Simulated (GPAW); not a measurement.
Input of a GPAW 26.7.0 run:

run.py

```python
import numpy as np
from ase.dft.bandgap import bandgap
from ase.io import read, write
from gpaw import GPAW, PW

atoms = read('POSCAR')
atoms.pbc = (True, True, False)

calc = GPAW(mode=PW(450),
            xc='RPBE',
            kpts={'size': (8, 8, 1), 'gamma': True},
            occupations={'name': 'fermi-dirac', 'width': 0.05},
            nbands=18,
            convergence={'density': 1e-05, 'energy': 1e-05},
            maxiter=150,
            poissonsolver={'dipolelayer': 'xy'},
            txt='gpaw.txt')
atoms.calc = calc
energy = atoms.get_potential_energy()
forces = atoms.get_forces()
calc.write('gs.gpw')
write('result.traj', atoms)
print(f'Energy: {energy:.6f} eV')
print('Forces (eV/A):')
print(forces.round(4))
print('Fermi level:', round(calc.get_fermi_level(), 4), 'eV')
print(f'Gap: {bandgap(calc)[0]:.4f} eV, direct: {bandgap(calc, direct=True)[0]:.4f} eV')

v = calc.get_electrostatic_potential().mean(axis=(0, 1))
z = np.arange(len(v)) * atoms.cell[2, 2] / len(v)
ef = calc.get_fermi_level()
np.savetxt('planar.dat', np.c_[z, v], fmt='%.4f')
below, above = np.interp([1.5, atoms.cell[2, 2] - 1.5], z, v) - ef
print(f'Work functions: bottom {below:.4f} eV, top {above:.4f} eV')
print('Dipole moment:', *calc.get_dipole_moment().round(5), 'e A')
```

File POSCAR:

```
Si
1.0
    3.8313174605      0.0000000000      0.0000000000
   -1.9156587302      3.3180182508      0.0000000000
    0.0000000000      0.0000000000     18.9643420000
Si
4
Direct
    0.6666666700      0.3333333400      0.3954790522
    0.3333333300      0.6666666600      0.4375596418
    0.3333333300      0.6666666600      0.5624403420
    0.6666666700      0.3333333400      0.6045209315
```

Potentials or basis: the program's PAW data sets (release 1.2.1) made for this functional, pw.

Command:

```bash
$ OMP_NUM_THREADS=1 python run.py
```

**Question.** Estimate the dipole across the slab.

**Answer.** 0.00 e·Å.

**Question.** What does it give for the band gap on the k mesh?

**Answer.** None (metal or under the smearing width).

**Question.** Estimate the largest force.

**Answer.** 0.885 eV/Å.

Forces on the atoms (eV/Å):
```
Si   0.000  0.000  0.351
Si   0.000  0.000 -0.885
Si   0.000  0.000  0.885
Si   0.000  0.000 -0.351
```
